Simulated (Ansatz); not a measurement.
Space group P6_3/mmc (No. 194). a = 3.876 Å, b = 3.876 Å, c = 5.423 Å, α = 90.00°, β = 90.00°, γ = 120.00°
| atom | site | symmetry | x | y | z |
| --- | --- | --- | --- | --- | --- |
| Ge | 2c | -6m2 | 0.3333 | 0.6667 | 0.2500 |
| Pt | 2a | -3m. | 0.0000 | 0.0000 | 0.0000 |

Equation of state of this GePt structure (not necessarily the ground state), with shape and atoms relaxed at each volume where symmetry leaves them free. It has no gap at any of these volumes. These are results of DFT PBE, scalar-relativistic, plane waves, PAW in Ansatz, not measurements.

Settings: cutoff 420 eV, Γ-centred mesh 12×12×10 on the computed 4-atom cell, Gaussian smearing of 0.10 eV; no spin polarisation.

```tsv
V (Å³/atom)	E − E(largest V) (meV/atom)	P (GPa)
15.521	84.49	25.73
16.050	13.69	17.42
16.579	-32.05	10.51
17.108	-56.95	4.77
17.637	-64.53	0.01
18.166	-57.76	-3.91
18.695	-39.22	-7.12
19.401	0.00	-10.49
```

Problem. Fit a third-order Birch–Murnaghan equation, E = E0 + (9V0B0/16)·[(x − 1)³B0' + (x − 1)²(6 − 4x)] with x = (V0/V)^(2/3), to E(V).

Solution. V0 = 17.64 Å³/atom, B0 = 143 GPa, B0' = 5.4.

Spin-orbit coupling is left out, which matters for the bands of heavy elements.

The cell was found from a structure generator's guess, not taken from experiment.
